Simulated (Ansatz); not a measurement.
**Vibrational response of ZnS at 30 GPa**

Computed with Ansatz 0.2.0, DFT PBE, scalar-relativistic, plane waves, PAW. Settings: 420 eV plane-wave cutoff, Γ-centred 10×10×10 mesh, fixed occupations. No spin polarisation. Phonons by linear response, acoustic sum rule imposed.

The cell, relaxed at 30 GPa:
```yaml
crystal:
  lattice:
    - [0.00000, 2.50520, 2.50520]
    - [2.50520, 0.00000, 2.50520]
    - [2.50520, 2.50520, 0.00000]
  atoms:
    - { symbol: Zn, position: [0.00000, 0.00000, 0.00000] }
    - { symbol: S, position: [0.75000, 0.75000, 0.75000] }
```

The real crystal has changed phase below this pressure.

Task: Is this structure stable against zone-centre distortions?

Result: Yes, at Γ: no optical mode is imaginary. Strains and other wave vectors aren't tested by this run.

Task: List the optical modes at Γ without the LO field (i marks imaginary ones).

Result:
| frequency (cm⁻¹) | degeneracy | IR intensity of the level ((D/Å)²/amu) |
| --- | --- | --- |
| 390 | 3 | 8.95 |

Cost: 1 run of about 1.1 core-minutes, on Arm Neoverse V1 (shared hosts).